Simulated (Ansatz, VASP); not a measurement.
One calculation of SnSe2, two programs

File INCAR:

```
  PREC = Accurate
  ENCUT = 520
  EDIFF = 1E-6
  ISMEAR = 0
  SIGMA = 0.05
  LREAL = False
  LASPH = True
  NELM = 80
  ALGO = Normal
  ISIF = 2
  LWAVE = False
  LCHARG = False
  GGA = PS
  NBANDS = 20
```

File KPOINTS:

```
regular mesh
0
Gamma
  6 6 4
```

File POSCAR:

```
SnSe2
1.0
    3.5862871595      0.0000000000      0.0000000000
   -1.7931435797      3.1058157854      0.0000000000
    0.0000000000      0.0000000000      6.9301657311
Sn Se
1 2
Direct
    0.0000000000      0.0000000000      0.0000000000
    0.3333333333      0.6666666667      0.2500000000
    0.6666666667      0.3333333333      0.7500000000
```

Input for Ansatz:

```yaml
crystal:
  lattice:
    - [3.5862871595, 0.0, 0.0]
    - [-1.7931435797, 3.1058157854, 0.0]
    - [0.0, 0.0, 6.9301657311]
  atoms:
    - { symbol: Sn, position: [0.0, 0.0, 0.0] }
    - { symbol: Se, position: [0.3333333333, 0.6666666667, 0.25] }
    - { symbol: Se, position: [0.6666666667, 0.3333333333, 0.75] }
basis:
  ecutwfc: 420
kpoints:
  mp_grid: { grid: [6, 6, 4] }
hamiltonian:
  xc: pbesol
scf:
  occupations: { method: gaussian, width: 0.05 }
output:
  forces: true
  stress: true
  eigenvalues: true
```

Alike in both runs: task single point; functional PBEsol; k mesh 6 × 6 × 4; occupations gaussian, width 0.05 eV; no spin polarisation.

|  | VASP | Ansatz |
| --- | --- | --- |
| version | VASP 6.6.1 | Ansatz 0.2.0 |
| potentials or method | VASP PAW PBE potentials, release 64 (Sn_d, Se) | scalar-relativistic, plane waves, PAW |
| plane-wave cutoff (eV) | 520 | 420 |
| valence electrons in the cell | 26 | 46 |

VASP gave:

| Quantity | Value |
| --- | --- |
| gap on the k mesh at the Fermi level (eV) | none |
| pressure (GPa) | 3.0 |
| largest component of the traceless stress (GPa) | 8.27 |
| rms of the force components (eV/Å) | 0.298 |

**Question.** Estimate Ansatz's values.

**Answer.** gap on the k mesh at the Fermi level (eV): none; pressure (GPa): 2.8; largest component of the traceless stress (GPa): 8.30; rms of the force components (eV/Å): 0.309.

Atom by atom the forces differ by 0.011 eV/Å (rms over components). A gap of «none» marks a metal or a gap that the smearing closes. The two sets of potentials don't hold the same shells in valence.

Caveats: the PAW data sets were made with another functional, which shifts forces and pressure a little (VASP); the cell's inner coordinates are idealised or old, which leaves forces on the atoms; this functional lacks dispersion, which binds the layers, so the pressure and a relaxed spacing across them are unreliable.
